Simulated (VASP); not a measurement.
Input of a VASP 6.6.1 run:

INCAR

```
ALGO = Normal
EDIFF = 1E-7
ENCUT = 520
GGA = PE
ISIF = 2
ISMEAR = 0
LASPH = True
LCHARG = True
LELF = True
LREAL = False
LVHAR = True
LWAVE = False
NBANDS = 28
NELM = 80
PREC = Accurate
SIGMA = 0.014
```

KPOINTS

```
k-points
0
Gamma
  7 7 6
```

Contents of POSCAR:

```
SnO
1.0
    3.8136952200      0.0000000000      0.0000000000
    0.0000000000      3.8136952200      0.0000000000
    0.0000000000      0.0000000000      4.8869133000
Sn O
2 2
Direct
    0.5000000000      0.0000000000      0.7646261400
    0.0000000000      0.5000000000      0.2353738600
    0.0000000000      0.0000000000      0.0000000000
    0.5000000000      0.5000000000      0.0000000000
```

Potentials or basis: VASP PAW PBE potentials, release 64 (Sn_d, O).

Command:

```console
$ cat potpaw_PBE.64/Sn_d/POTCAR potpaw_PBE.64/O/POTCAR > POTCAR
$ mpirun -np 1 vasp_std > vasp.out
```

**Question.** What does it give for the largest force?

**Answer.** 0.455 eV/Å.

**Question.** Predict the pressure.

**Answer.** 3.8 GPa.

**Question.** What does it give for the band gap on the k mesh?

**Answer.** 0.38 eV, indirect (least direct gap 2.05 eV).

Stress tensor (GPa, compression positive):
```
4.14 0.00 0.00
0.00 4.14 0.00
0.00 0.00 3.23
```

Caveat: spin-orbit coupling is left out, which moves the levels of the heavy elements; an odd mesh through Γ misses points on the zone boundary, where band edges often lie.
